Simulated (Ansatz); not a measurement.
Reactions of C$_{3}$H$_{4}$N$_{2}$, SMILES `CC(=N)C#N`.

Computed with Ansatz on PBE0-D4/def2-TZVP structures; ΔE is electronic, products minus reactants. CBS: MP2 limit from def2 TZ/QZ plus the TZ coupled-cluster correction, frozen cores. This one scheme is used for every species. One conformer a species, not always the lowest.

(1) Order these by ΔE at CCSD(T)/CBS, lowest first. (Best estimate.)
A. `CC(=N)C#N` → `c1cn[nH]c1`
B. `CC(=N)C#N` → `C=NC1C=N1`
C. `CC(=N)C#N` → `NC1=C=CN1`
D. `CC(=N)C#N` → `c1c[nH]cn1`
E. `CC(=N)C#N` → `CN=C=C=N`
F. `CC(=N)C#N` + H–F → `CC(=N)F` + `C#N`
G. `CC(=N)C#N` → `C=C(N)C#N`

Largest T1 diagnostic: 0.016, for `CN=C=C=N`.

## Answers

(1) D (-66.5 kJ/mol), A (-21.1 kJ/mol), G (+2.8 kJ/mol), F (+18.1 kJ/mol), B (+198.5 kJ/mol), E (+212.4 kJ/mol), C (+348.2 kJ/mol).
